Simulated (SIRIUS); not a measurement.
# Dy in SIRIUS: the effect of valence relativity

Dy:

```
Dy
1.0
     3.59030    0.00000    0.00000
    -1.79515    3.10929    0.00000
     0.00000    0.00000    5.64750
Dy
2
Direct
  0.66667 0.33333 0.75000
  0.33333 0.66667 0.25000
```

Alike in all runs:

```yaml
Program: SIRIUS 7.12.0
Task: band structure
Functional: PBE
Cutoff: 168 eV
Basis: apw+lo standard
k_mesh: 9 × 9 × 5
Occupations: fermi-dirac, width 0.05 eV
Spin: collinear spin, ferromagnetic start
Starting_moments: "[5.0, 5.0] μB"
```

Q: One run gave: moment 8.10 μB. Which valence relativity did it use?
A. koelling-harmon
B. none
C. iora
D. zora

A: B.

```csv
valence relativity,potentials or basis,moment (μB)
none,"all-electron FP-LAPW (no relativity for the valence, core without relativity)",8.10
zora,all-electron FP-LAPW (ZORA valence),9.20
iora,all-electron FP-LAPW,9.52
koelling-harmon,all-electron FP-LAPW (Koelling-Harmon valence),9.61
```

Caveats: the magnetic or orbital state may not be the lowest; relativity is left out for the valence states, which matters for the heavier elements (some runs); relativity is left out for the core states (some runs).

Not every run made on this cell is shown here.
